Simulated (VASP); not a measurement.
# Zr (P6_3/mmc) in VASP: settings compared

One crystal, Zr, is run at these levels: PBEsol, LDA, PBE; tasks: band structure.

Program: VASP 6.6.1. These are calculated values, not measurements. Logs are shortened: lines on timing, memory, paths and dates and some standing lists are left out, and cuts for length are marked.

## 1. Starting point

It takes space group P6_3/mmc (No. 194, hexagonal). The conventional cell has a = 3.186 Å, b = 3.186 Å, c = 5.114 Å, α = 90.00°, β = 90.00°, γ = 120.00°. Zr (site symmetry -6m2) is surrounded by 12 Zr at 3.15 to 3.19 Å.

## 2. Band structure, PBEsol

INCAR reads:

```
ALGO = Fast ; EDIFF = 1E-7
ENCUT = 520 ; GGA = PS
ICORELEVEL = 1 ; ISIF = 2
ISMEAR = 1 ; LASPH = True
LCHARG = False ; LMAXMIX = 4
LREAL = False ; LWAVE = False
NBANDS = 19 ; NELM = 80
PREC = Accurate ; SIGMA = 0.1
```

KPOINTS reads:

```
k-points
0
Gamma
  15 15 7
```

POSCAR reads:

```
Zr                                      
1.0
    3.1860368214      0.0000000000      0.0000000000
   -1.5930184107      2.7591888200     -0.0000000000
    0.0000000000     -0.0000000000      5.1139781092
  Zr            
     2
Direct
     0.3333333300000021    0.6666666699999979    0.2500000000000000
     0.6666666699999979    0.3333333300000021    0.7500000000000000
```

KPOINTS_OPT reads:

```
explicit points
96
Reciprocal
 0.0000000000  0.0000000000  0.0000000000 1
 0.0555555556  0.0000000000  0.0000000000 1
 0.1111111111  0.0000000000  0.0000000000 1
 0.1666666667  0.0000000000  0.0000000000 1
 0.2222222222  0.0000000000  0.0000000000 1
 0.2777777778  0.0000000000  0.0000000000 1
 0.3333333333  0.0000000000  0.0000000000 1
 0.3888888889  0.0000000000  0.0000000000 1
 0.4444444444  0.0000000000  0.0000000000 1
 0.5000000000  0.0000000000  0.0000000000 1
 0.5000000000  0.0000000000  0.0000000000 1
 0.4814814815  0.0370370370  0.0000000000 1
 0.4629629630  0.0740740741  0.0000000000 1
 0.4444444444  0.1111111111  0.0000000000 1
 0.4259259259  0.1481481481  0.0000000000 1
 0.4074074074  0.1851851852  0.0000000000 1
 0.3888888889  0.2222222222  0.0000000000 1
 0.3703703703  0.2592592592  0.0000000000 1
 0.3518518518  0.2962962963  0.0000000000 1
 0.3333333333  0.3333333333  0.0000000000 1
 0.3333333333  0.3333333333  0.0000000000 1
 0.2962962963  0.2962962963  0.0000000000 1
 0.2592592592  0.2592592592  0.0000000000 1
 0.2222222222  0.2222222222  0.0000000000 1
 0.1851851852  0.1851851852  0.0000000000 1
 0.1481481481  0.1481481481  0.0000000000 1
 0.1111111111  0.1111111111  0.0000000000 1
 0.0740740741  0.0740740741  0.0000000000 1
 0.0370370370  0.0370370370  0.0000000000 1
 0.0000000000  0.0000000000  0.0000000000 1
 0.0000000000  0.0000000000  0.0000000000 1
 0.0000000000  0.0000000000  0.0555555556 1
 0.0000000000  0.0000000000  0.1111111111 1
 0.0000000000  0.0000000000  0.1666666667 1
 0.0000000000  0.0000000000  0.2222222222 1
 0.0000000000  0.0000000000  0.2777777778 1
 0.0000000000  0.0000000000  0.3333333333 1
 0.0000000000  0.0000000000  0.3888888889 1
 0.0000000000  0.0000000000  0.4444444444 1
 0.0000000000  0.0000000000  0.5000000000 1
 0.0000000000  0.0000000000  0.5000000000 1
 0.0555555556  0.0000000000  0.5000000000 1
 0.1111111111  0.0000000000  0.5000000000 1
 0.1666666667  0.0000000000  0.5000000000 1
 0.2222222222  0.0000000000  0.5000000000 1
 0.2777777778  0.0000000000  0.5000000000 1
 0.3333333333  0.0000000000  0.5000000000 1
 0.3888888889  0.0000000000  0.5000000000 1
 0.4444444444  0.0000000000  0.5000000000 1
 0.5000000000  0.0000000000  0.5000000000 1
 0.5000000000  0.0000000000  0.5000000000 1
 0.4814814815  0.0370370370  0.5000000000 1
 0.4629629630  0.0740740741  0.5000000000 1
 0.4444444444  0.1111111111  0.5000000000 1
 0.4259259259  0.1481481481  0.5000000000 1
 0.4074074074  0.1851851852  0.5000000000 1
 0.3888888889  0.2222222222  0.5000000000 1
 0.3703703703  0.2592592592  0.5000000000 1
 0.3518518518  0.2962962963  0.5000000000 1
 0.3333333333  0.3333333333  0.5000000000 1
 0.3333333333  0.3333333333  0.5000000000 1
 0.2962962963  0.2962962963  0.5000000000 1
 0.2592592592  0.2592592592  0.5000000000 1
 0.2222222222  0.2222222222  0.5000000000 1
 0.1851851852  0.1851851852  0.5000000000 1
 0.1481481481  0.1481481481  0.5000000000 1
 0.1111111111  0.1111111111  0.5000000000 1
 0.0740740741  0.0740740741  0.5000000000 1
 0.0370370370  0.0370370370  0.5000000000 1
 0.0000000000  0.0000000000  0.5000000000 1
 0.5000000000  0.0000000000  0.5000000000 1
 0.5000000000  0.0000000000  0.4444444444 1
 0.5000000000  0.0000000000  0.3888888889 1
 0.5000000000  0.0000000000  0.3333333333 1
 0.5000000000  0.0000000000  0.2777777778 1
 0.5000000000  0.0000000000  0.2222222222 1
 0.5000000000  0.0000000000  0.1666666667 1
 0.5000000000  0.0000000000  0.1111111111 1
 0.5000000000  0.0000000000  0.0555555556 1
 0.5000000000  0.0000000000  0.0000000000 1
 0.3333333333  0.3333333333  0.0000000000 1
 0.3333333333  0.3333333333  0.0555555556 1
 0.3333333333  0.3333333333  0.1111111111 1
 0.3333333333  0.3333333333  0.1666666667 1
 0.3333333333  0.3333333333  0.2222222222 1
 0.3333333333  0.3333333333  0.2777777778 1
 0.3333333333  0.3333333333  0.3333333333 1
 0.3333333333  0.3333333333  0.3888888889 1
 0.3333333333  0.3333333333  0.4444444444 1
 0.3333333333  0.3333333333  0.5000000000 1
 0.0000000000  0.0000000000  0.0000000000 1
 0.0000000000  0.0000000000  0.5000000000 1
 0.3333333333  0.3333333333  0.5000000000 1
 0.3333333333  0.3333333333  0.0000000000 1
 0.5000000000  0.0000000000  0.5000000000 1
 0.5000000000  0.0000000000  0.0000000000 1
```

Potentials or basis: VASP PAW PBE potentials, release 64 (Zr_sv).

Started as:

```console
$ cat potpaw_PBE.64/Zr_sv/POTCAR > POTCAR
$ mpirun -np 1 vasp_std > vasp.out
```

OUTCAR:

```text
EDIFF = 1E-7
   ENCUT = 520
   GGA = PS
   ISIF = 2
   ISMEAR = 1
   LASPH = True
   LREAL = False
   NELM = 80
   PREC = Accurate

 ion  position               nearest neighbor table
   1  0.333  0.667  0.250-   2 3.15   2 3.15   2 3.15   2 3.15   2 3.15   2 3.15
   2  0.667  0.333  0.750-   1 3.15   1 3.15   1 3.15   1 3.15   1 3.15   1 3.15

  LATTYP: Found a hexagonal cell.
 ALAT       =     3.1860368214
 C/A-ratio  =     1.6051220987

  Lattice vectors:

 A1 = (   3.1860368214,   0.0000000000,   0.0000000000)
 A2 = (  -1.5930184107,   2.7591888200,   0.0000000000)
 A3 = (   0.0000000000,   0.0000000000,   5.1139781092)

Analysis of symmetry for initial positions (statically):
=====================================================================
 Subroutine PRICEL returns:
 Original cell was already a primitive cell.

 Routine SETGRP: Setting up the symmetry group for a
 hexagonal supercell.

 Subroutine GETGRP returns: Found 24 space group operations
 (whereof 12 operations were pure point group operations)
 out of a pool of 24 trial point group operations.

The static configuration has the point symmetry D_3d.
 The point group associated with its full space group is D_6h.

Analysis of symmetry for dynamics (positions and initial velocities):
=====================================================================
 Subroutine PRICEL returns:
 Original cell was already a primitive cell.

 Routine SETGRP: Setting up the symmetry group for a
 hexagonal supercell.

 Subroutine GETGRP returns: Found 24 space group operations
 (whereof 12 operations were pure point group operations)
 out of a pool of 24 trial point group operations.

The dynamic configuration has the point symmetry D_3d.
 The point group associated with its full space group is D_6h.

 Subroutine INISYM returns: Found 24 space group operations
 (whereof 12 operations are pure point group operations),
 and found     1 'primitive' translations

----------------------------------------------------------------------------------------

                                     Primitive cell

  volume of cell :      44.9564

  direct lattice vectors                    reciprocal lattice vectors
     3.186036821  0.000000000  0.000000000     0.313869568  0.181212680  0.000000000
    -1.593018411  2.759188820  0.000000000     0.000000000  0.362425359  0.000000000
     0.000000000  0.000000000  5.113978109     0.000000000  0.000000000  0.195542487

  length of vectors
     3.186036821  3.186036817  5.113978109     0.362425359  0.362425359  0.195542487

  position of ions in fractional coordinates (direct lattice)
     0.333333330  0.666666670  0.250000000
     0.666666670  0.333333330  0.750000000

  ion indices of the primitive-cell ions
   primitive index   ion index
                 1           1
                 2           2

----------------------------------------------------------------------------------------

 KPOINTS: k-points

Automatic generation of k-mesh.
 Grid dimensions read from file:
 generate k-points for:   15   15    7

 Generating k-lattice:

  Cartesian coordinates                     Fractional coordinates (reciprocal lattice)
     0.020924638  0.012080845  0.000000000     0.066666667  0.000000000  0.000000000
     0.000000000  0.024161691  0.000000000     0.000000000  0.066666667  0.000000000
     0.000000000  0.000000000  0.027934641     0.000000000  0.000000000  0.142857143

  Length of vectors
     0.024161691  0.024161691  0.027934641

  Shift w.r.t. Gamma in fractional coordinates (k-lattice)
     0.000000000  0.000000000  0.000000000

 Subroutine IBZKPT returns following result:
 ===========================================

 Found    108 irreducible k-points:

 Following reciprocal coordinates:
            Coordinates               Weight
  0.000000  0.000000  0.000000      1.000000
  0.066667 -0.000000  0.000000      6.000000
  0.133333 -0.000000  0.000000      6.000000
  0.200000  0.000000  0.000000      6.000000
  0.266667 -0.000000  0.000000      6.000000
  0.333333 -0.000000  0.000000      6.000000
[... 16 lines left out ...]
  0.333333  0.200000  0.000000     12.000000
  0.400000  0.200000  0.000000      6.000000
 [... further k-points ...]
   k-points           NKPTS =    108   k-points in BZ     NKDIM =    108   number of bands    NBANDS=     19
   number of dos      NEDOS =    301   number of ions     NIONS =      2
   total plane-waves  NPLWV =  23040
   dimension x,y,z NGX =    24 NGY =   24 NGZ =   40
   dimension x,y,z NGXF=    48 NGYF=   48 NGZF=   80
   ions per type =               2
   NGX,Y,Z   is equivalent  to a cutoff of  12.52, 12.52, 13.00 a.u.
   NGXF,Y,Z  is equivalent  to a cutoff of  25.05, 25.05, 26.01 a.u.
 SYSTEM =  unknown system
   PREC   = accura    normal or accurate (medium, high low for compatibility)
   ISTART =      0    job   : 0-new  1-cont  2-samecut
   ICHARG =      2    charge: 1-file 2-atom 10-const
   ISPIN  =      1    spin polarized calculation?
   LNONCOLLINEAR =      F non collinear calculations
   LSORBIT =      F    spin-orbit coupling
   LASPH  =      T    aspherical Exc in radial PAW
   ENCUT  =  520.0 eV  38.22 Ry    6.18 a.u.   5.92  5.92  9.51*2*pi/ulx,y,z
   NELM   =     80;   NELMIN=  2; NELMDL= -5     # of ELM steps
   EDIFF  = 0.1E-06   stopping-criterion for ELM
   LREAL  =      F    real-space projection
   EDIFFG = 0.1E-05   stopping-criterion for IOM
   NSW    =      0    number of steps for IOM
   IBRION =     -1    ionic relax: 0-MD 1-quasi-New 2-CG
   NFREE  =      0    steps in history (QN), initial steepest desc. (CG)
   ISIF   =      2    stress and relaxation
   ISYM   =      2    0-nonsym 1-usesym 2-fastsym
   POTIM  = 0.5000    time-step for ionic-motion
   TEBEG  =    0.0;   TEEND  =   0.0 temperature during run
   PSTRESS=    0.0 pullay stress
   NELECT =      24.0000    total number of electrons
   NUPDOWN=      -1.0000    fix difference up-down
   EMIN   =  10.00;   EMAX   =-10.00  energy-range for DOS
   EFERMI =   0.00;   METHOD = LEGACY
   ISMEAR =     1;   SIGMA  =   0.10  broadening in eV -4-tet -1-fermi 0-gaus
   EFERMI_NEDOS =   21; number of points for ismear=-14 and -15
   IALGO  =     68    algorithm
   IMIX   =      4    mixing-type and parameters
     AMIX     =   0.40;   BMIX     =  1.00
     AMIX_MAG =   1.60;   BMIX_MAG =  1.00
  volume/ion in A,a.u.               =      22.48       151.69
  Fermi-wavevector in a.u.,A,eV,Ry     =   1.328051  2.509653 23.996875  1.763721
  Thomas-Fermi vector in A             =   2.457318
   LORBIT       =      0    0 simple, 1 ext, 2 COOP (PROOUT), +10 PAW based schemes
   GGA     = PS    functional components
   LHFCALC =     F    Hartree Fock is set to
   AEXX    =    0.0000 exact exchange contribution
   IVDW    =     0    specifies the selected vdW correction
   LEPSILON=     F    determine dielectric tensor
   LRPA    =     F    only Hartree local field effects (RPA)
 non-spin polarized calculation
 RMM-DIIS sequential band-by-band and
 Methfessel and Paxton  Order N= 1 SIGMA  =   0.10
  energy-cutoff  :      520.00
  volume of cell :       44.96
 maximum number of plane-waves:      1226
 NGX is ok and might be reduce to    24
   NGX = 11   NGY = 11   NGZ = 19

 number of electron      24.0000000 magnetization

 Free energy of the ion-electron system (eV)
  ---------------------------------------------------
  ext. energy  EPLUGINS =         0.00000000
  ---------------------------------------------------
  free energy    TOTEN  =       -18.16403944 eV

  energy without entropy =      -18.16505219  energy(sigma->0) =      -18.16437703

 the core state eigenenergies are
   1-  1s -17806.9339  2s  -2454.1401  2p  -2186.6493  3s   -389.4318  3p   -302.3155
       3d   -159.4163
   2-  1s -17806.9339  2s  -2454.1401  2p  -2186.6493  3s   -389.4318  3p   -302.3155
       3d   -159.4163

 E-fermi :   9.2717     XC(G=0): -11.3640

 val. band max:        9.2692371214   @ k =   0.2000   0.1333   0.4286
 cond. band min:       9.2737793055   @ k =   0.3333   0.2667   0.2857
 fundamental gap:      0.0045421842
 Fermi energy:         9.2716565608

 k-point     1 :       0.0000    0.0000    0.0000
  band No.  band energies     occupation
      1     -39.4092      2.00000
      2     -39.2339      2.00000
      3     -18.0204      2.00000
      4     -17.0398      2.00000
      5     -17.0398      2.00000
      6     -16.8999      2.00000
[... 11 lines left out ...]
     18      11.5108      0.00000
     19      13.8812      0.00000
[... 243 lines left out ...]
 k-point    13 :       0.3333    0.0667    0.0000
  band No.  band energies     occupation
      1     -39.2791      2.00000
      2     -39.1923      2.00000
      3     -17.7068      2.00000
      4     -17.6451      2.00000
      5     -17.5383      2.00000
      6     -17.2542      2.00000
[... 11 lines left out ...]
     18      14.1104      0.00000
     19      14.6308      0.00000

 k-point    14 :       0.4000    0.0667    0.0000

------------------------ aborting loop because EDIFF is reached ----------------------------------------

  FORCE on cell =-STRESS in cart. coord.  units (eV):
  Direction    XX          YY          ZZ          XY          YZ          ZX
  --------------------------------------------------------------------------------------
  -------------------------------------------------------------------------------------
  Total        0.0000527      0.0000527     -0.0052479     -0.0000000     -0.0000000      0.0000000
  in kB        0.0018798      0.0018798     -0.1870284     -0.0000000     -0.0000000      0.0000000
  external PRESSURE =      -0.0610896 kB  Pullay stress =       0.0000000 kB

 VOLUME and BASIS-vectors are now :
 -----------------------------------------------------------------------------
  energy-cutoff  :      520.00
  volume of cell :       44.96
      direct lattice vectors                 reciprocal lattice vectors
     3.186036821  0.000000000  0.000000000     0.313869568  0.181212680  0.000000000
    -1.593018411  2.759188820  0.000000000     0.000000000  0.362425359  0.000000000
     0.000000000  0.000000000  5.113978109     0.000000000  0.000000000  0.195542487

 POSITION                                       TOTAL-FORCE (eV/Angst)
 -----------------------------------------------------------------------------------
     -0.00000      1.83946      1.27849         0.000000     -0.000000      0.000000
      1.59302      0.91973      3.83548        -0.000000      0.000000      0.000000
 -----------------------------------------------------------------------------------
    total drift:                               -0.000010      0.000006     -0.000000

  FREE ENERGIE OF THE ION-ELECTRON SYSTEM (eV)
  ---------------------------------------------------
  free  energy   TOTEN  =       -18.1640394448 eV

  energy  without entropy=      -18.1650521876  energy(sigma->0) =      -18.16437703
```

It took 94 s on 1 thread of Intel Xeon Platinum 8488C (Sapphire Rapids), shared host; peak memory 0.25 GiB.

What came out:

```yaml
Free_energy: -18.1640 eV
Pressure: 0.0 GPa
Band_gap_along_the_path: none (metal or under the smearing width)
```

Levels at the corners of the path, in eV from the Fermi level:
```tsv
point	band 8	band 9	band 10	band 11	band 12	band 13	band 14	band 15	band 16	band 17
Γ	-26.16	-5.75	-3.15	0.86	0.86	0.94	1.25	1.57	1.57	2.24
M	-26.29	-2.71	-2.58	-2.28	-0.11	0.55	0.76	1.47	5.15	5.50
M	-26.29	-2.71	-2.58	-2.28	-0.11	0.55	0.76	1.47	5.15	5.50
K	-26.61	-2.23	-1.35	-1.35	-1.14	0.24	0.24	1.82	4.45	4.45
K	-26.61	-2.23	-1.35	-1.35	-1.14	0.24	0.24	1.82	4.45	4.45
Γ	-26.16	-5.75	-3.15	0.86	0.86	0.94	1.25	1.57	1.57	2.24
Γ	-26.16	-5.75	-3.15	0.86	0.86	0.94	1.25	1.57	1.57	2.24
A	-26.24	-4.01	-4.01	0.00	0.00	0.78	0.78	0.78	0.78	4.10
A	-26.24	-4.01	-4.01	0.00	0.00	0.78	0.78	0.78	0.78	4.10
L	-26.42	-3.00	-3.00	-1.16	-1.16	1.76	1.76	2.29	2.29	5.39
L	-26.42	-3.00	-3.00	-1.16	-1.16	1.76	1.76	2.29	2.29	5.39
H	-26.35	-1.53	-1.53	-1.33	-1.33	0.00	0.00	2.06	2.06	4.59
H	-26.35	-1.53	-1.53	-1.33	-1.33	0.00	0.00	2.06	2.06	4.59
A	-26.24	-4.01	-4.01	0.00	0.00	0.78	0.78	0.78	0.78	4.10
L	-26.42	-3.00	-3.00	-1.16	-1.16	1.76	1.76	2.29	2.29	5.39
M	-26.29	-2.71	-2.58	-2.28	-0.11	0.55	0.76	1.47	5.15	5.50
K	-26.61	-2.23	-1.35	-1.35	-1.14	0.24	0.24	1.82	4.45	4.45
H	-26.35	-1.53	-1.53	-1.33	-1.33	0.00	0.00	2.06	2.06	4.59
```

Core levels (eV, on the scale of the bands):
| atom | levels |
| --- | --- |
| 1 Zr | 1s -17806.9, 2s -2454.1, 2p -2186.6, 3s -389.4, 3p -302.3, 3d -159.4 |
| 2 Zr | 1s -17806.9, 2s -2454.1, 2p -2186.6, 3s -389.4, 3p -302.3, 3d -159.4 |

Caveat: the PAW data sets were made with another functional, which shifts forces and pressure a little.

## 3. Band structure, LDA

This run uses another cell than the first one, of 21.83 Å³/atom, 0.971 times its volume.

INCAR reads:

```
PREC = Accurate
ENCUT = 520
EDIFF = 1E-6
ISMEAR = 1
SIGMA = 0.1
LREAL = False
LASPH = True
NELM = 80
ALGO = Normal
ISIF = 2
LWAVE = False
LCHARG = False
LMAXMIX = 4
NBANDS = 19
ICORELEVEL = 1
```

KPOINTS reads:

```
Automatic mesh
0
Gamma
  15 15 7
```

POSCAR reads:

```
Zr                                      
1.0
    3.1492753675      0.0000000000      0.0000000000
   -1.5746376838      2.7273524671      0.0000000000
   -0.0000000000     -0.0000000000      5.0822288174
  Zr            
     2
Direct
     0.3333333300000021    0.6666666699999979    0.2500000000000000
     0.6666666699999979    0.3333333300000021    0.7500000000000000
```

KPOINTS_OPT is that of step 2.

Potentials or basis: VASP PAW LDA potentials, release 64 (Zr_sv).

Started as:

```console
$ cat potpaw_LDA.64/Zr_sv/POTCAR > POTCAR
$ mpirun -np 1 vasp_std > vasp.out
```

It took 40 s on 1 thread of Intel Xeon 6975P-C (Granite Rapids), shared host; peak memory 0.23 GiB.

Results (log left out):

```
Free energy             : -18.5846 eV
Pressure                : 0.0 GPa
Band gap along the path : none (metal or under the smearing width)
```

Levels at the corners of the path, in eV from the Fermi level:
```tsv
point	band 8	band 9	band 10	band 11	band 12	band 13	band 14	band 15	band 16	band 17
Γ	-26.00	-5.74	-3.23	0.85	0.85	0.88	1.40	1.57	1.57	2.30
M	-26.14	-2.82	-2.61	-2.37	0.03	0.55	0.76	1.49	5.33	5.63
M	-26.14	-2.82	-2.61	-2.37	0.03	0.55	0.76	1.49	5.33	5.63
K	-26.49	-2.33	-1.32	-1.32	-1.11	0.22	0.22	1.85	4.54	4.54
K	-26.49	-2.33	-1.32	-1.32	-1.11	0.22	0.22	1.85	4.54	4.54
Γ	-26.00	-5.74	-3.23	0.85	0.85	0.88	1.40	1.57	1.57	2.30
Γ	-26.00	-5.74	-3.23	0.85	0.85	0.88	1.40	1.57	1.57	2.30
A	-26.08	-3.99	-3.99	-0.03	-0.03	0.77	0.77	0.77	0.77	4.19
A	-26.08	-3.99	-3.99	-0.03	-0.03	0.77	0.77	0.77	0.77	4.19
L	-26.29	-3.08	-3.08	-1.24	-1.24	1.94	1.94	2.34	2.34	5.57
L	-26.29	-3.08	-3.08	-1.24	-1.24	1.94	1.94	2.34	2.34	5.57
H	-26.21	-1.59	-1.59	-1.34	-1.34	0.06	0.06	2.06	2.06	4.73
H	-26.21	-1.59	-1.59	-1.34	-1.34	0.06	0.06	2.06	2.06	4.73
A	-26.08	-3.99	-3.99	-0.03	-0.03	0.77	0.77	0.77	0.77	4.19
L	-26.29	-3.08	-3.08	-1.24	-1.24	1.94	1.94	2.34	2.34	5.57
M	-26.14	-2.82	-2.61	-2.37	0.03	0.55	0.76	1.49	5.33	5.63
K	-26.49	-2.33	-1.32	-1.32	-1.11	0.22	0.22	1.85	4.54	4.54
H	-26.21	-1.59	-1.59	-1.34	-1.34	0.06	0.06	2.06	2.06	4.73
```

Core levels (eV, on the scale of the bands):
```tsv
atom	levels
1 Zr	1s -17712.1, 2s -2443.7, 2p -2181.3, 3s -386.8, 3p -301.0, 3d -159.2
2 Zr	1s -17712.1, 2s -2443.7, 2p -2181.3, 3s -386.8, 3p -301.0, 3d -159.2
```

[end of part 1 of 2]
